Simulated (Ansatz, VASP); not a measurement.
# FeCo3 in VASP and in Ansatz

```
Fe Co
1.0
     3.48369    0.00000    0.00000
     0.00000    3.48369    0.00000
     0.00000    0.00000    3.48369
Fe Co
1 3
Direct
  0.00000 0.00000 0.00000
  0.50000 0.50000 0.00000
  0.50000 0.00000 0.50000
  0.00000 0.50000 0.50000
```

Alike in both runs: functional PBEsol; k mesh 6 × 6 × 6; occupations gaussian, width 0.1 eV; collinear spin.

Ansatz relaxed the structure, and its values are those at the end. VASP's run is a single point on that final structure, the one shown.

```csv
,VASP,Ansatz
version,VASP 6.6.1,Ansatz 0.2.0
potentials or method,"VASP PAW PBE potentials, release 64 (Fe, Co)","scalar-relativistic, plane waves, PAW"
plane-wave cutoff (eV),520,420
valence electrons in the cell,35,67
```

```tsv
	VASP	Ansatz	Ansatz less VASP
gap on the k mesh at the Fermi level (eV)	none	none	-
pressure (GPa)	-0.6	0.0	+0.64
net moment per atom (μB)	1.74	1.75	+0.002
size of the moment on the site where the two differ most (μB)	1.51	1.57	+0.061
```

Site moments also hang on the region over which each program counts them. A gap of «none» marks a metal or a gap that the smearing closes. The two sets of potentials don't hold the same shells in valence.

Caveats: the PAW data sets were made with another functional, which shifts forces and pressure a little (VASP).
